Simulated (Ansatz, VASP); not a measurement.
One calculation of Li2S, two programs

INCAR

```
SYSTEM = Li2S
PREC     = Accurate       ! precision mode
ENCUT    = 600            ! plane-wave cutoff, eV
EDIFF    = 1E-7           ! SCF threshold, eV
ISMEAR   = 0              ! smearing method
SIGMA    = 0.02           ! smearing width, eV
LREAL    = .False.        ! projectors in reciprocal space
LASPH    = .True.         ! aspherical terms in the spheres
NELM     = 80             ! most SCF steps
ALGO     = Normal         ! electronic algorithm
ISIF     = 3              ! what is computed and relaxed
LWAVE    = .False.        ! write WAVECAR
LCHARG   = .False.        ! write CHGCAR
GGA      = PE             ! functional
IBRION   = 2              ! ionic algorithm
NSW      = 100            ! ionic steps
EDIFFG   = -0.01          ! ionic threshold
```

Contents of KPOINTS:

```
regular mesh
0
Gamma
  8 8 8
  0 0 0
```

File POSCAR:

```
Li2S
1.0
    0.0000000000      2.8477589608      2.8477589608
    2.8477589608      0.0000000000      2.8477589608
    2.8477589608      2.8477589608      0.0000000000
Li S
2 1
Direct
    0.7500000000      0.7500000000      0.7500000000
    0.2500000000      0.2500000000      0.2500000000
    0.0000000000      0.0000000000      0.0000000000
```

Input for Ansatz:

```yaml
crystal:
  lattice:
    - [0.0, 2.8477589608, 2.8477589608]
    - [2.8477589608, 0.0, 2.8477589608]
    - [2.8477589608, 2.8477589608, 0.0]
  atoms:
    - { symbol: Li, position: [0.75, 0.75, 0.75] }
    - { symbol: Li, position: [0.25, 0.25, 0.25] }
    - { symbol: S, position: [0.0, 0.0, 0.0] }
basis:
  ecutwfc: 420
kpoints:
  mp_grid: { grid: [8, 8, 8] }
hamiltonian:
  xc: pbe
scf:
  occupations: { method: gaussian, width: 0.02 }
output:
  forces: true
  stress: true
  eigenvalues: true
relax:
  adjacent_minimum: "off"
  f_tol: 0.01
  max_steps: 80
  cell: { stress_tol: 0.05 }
```

Alike in both runs: task relaxation of cell and atoms; functional PBE; k mesh 8 × 8 × 8; occupations gaussian, width 0.02 eV; no spin polarisation.

|  | VASP | Ansatz |
| --- | --- | --- |
| version | VASP 6.6.1 | Ansatz 0.2.0 |
| potentials or method | VASP PAW PBE potentials, release 64 (Li_sv, S) | scalar-relativistic, plane waves, PAW |
| plane-wave cutoff (eV) | 600 | 420 |
| valence electrons in the cell | 12 | 12 |

```tsv
	VASP	Ansatz	Ansatz less VASP
gap on the k mesh at the Fermi level, each at its own relaxed structure (eV)	3.39	3.39	+0.006
relaxed volume (Å³/atom)	15.40	15.48	+0.082
relaxed cell length with the largest relative difference (Å)	4.027	4.035	+0.0072
```

Caveats: the cutoff is under 1.25 times the usual one of these potentials, so pressure, stress and relaxed cells hold a basis-set (Pulay) error (VASP); the relaxation stopped at its first step, so nothing moved. A k mesh can miss the band edges. As with any semilocal functional, this PBE gap is likely too small.
